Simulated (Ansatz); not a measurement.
`CCCS` + `OB(O)S` → `CCSB(O)O` + CH₃SH  (substitution at a C–C bond)

Gas-phase electronic energies from Ansatz, PBE0-D4/def2-TZVP geometries. CCSD(T)/CBS adds triple-zeta CCSD(T) − MP2 to the extrapolated MP2 energy (def2 sets, frozen cores). This one scheme is used for every species. DFT in def2-TZVPP. B3LYP here is the variant with VWN-RPA as its local correlation; programs differ in this. One conformer a species, not always the lowest.

Task: Is it downhill or uphill in electronic energy at CCSD(T)/CBS, and by how much? (An estimate is asked.)

Result: The calculation gave: Uphill: ΔE = +4.2 kJ/mol.

Task: What do these levels give: r2SCAN-D4, PBE0-D4, B3LYP-D4, ωB97X-V, ωB97M-V, PBE0, B3LYP, CCSD/def2-TZVPP, CCSD(T)/def2-TZVPP, MP2/def2-QZVPP, SCS-MP2/def2-QZVPP, CCSD/CBS(def2)? (Estimate.)

Result: The calculation gave: r2SCAN-D4 1.7, PBE0-D4 2.8, B3LYP-D4 1.8, ωB97X-V 3.0, ωB97M-V 3.9, PBE0 3.3, B3LYP 2.6, CCSD/def2-TZVPP 7.4, CCSD(T)/def2-TZVPP 6.3, MP2/def2-QZVPP 3.5, SCS-MP2/def2-QZVPP 3.5, CCSD/CBS(def2) 5.3 kJ/mol.

Largest T1 diagnostic among the species: 0.012.
